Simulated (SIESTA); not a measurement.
The system is GaAs.

```
As Ga
1.0
     0.00000    2.82685    2.82685
     2.82685    0.00000    2.82685
     2.82685    2.82685    0.00000
As Ga
1 1
Direct
  0.75000 0.75000 0.75000
  0.00000 0.00000 0.00000
```

Base run:

* Program: SIESTA 5.4.2
* Functional: PBEsol
* Potentials or basis: PseudoDojo 0.4 standard (PBEsol files)
* Basis: DZP (energy shift 0.003 Ry; two zetas on semicore shells)
* Grid cutoff: 800 Ry
* Energy shift: 0.003 Ry
* k mesh: 8 × 8 × 8
* Occupations: fermi-dirac, width 0.05 eV
* Spin: no spin polarisation

Its results: band gap on the k mesh 0.59 eV, direct; pressure 0.9 GPa.

Question: The run is repeated on the same cell with these changes: functional from PBEsol to LDA; potentials or basis from PseudoDojo 0.4 standard (PBEsol files) to PseudoDojo 0.4 standard (LDA files). What comes out?

Answer: Band gap on the k mesh 0.42 eV, direct; pressure -1.4 GPa.

Caveats: the basis of atomic orbitals isn't converged, which shifts pressures, moduli and gaps.
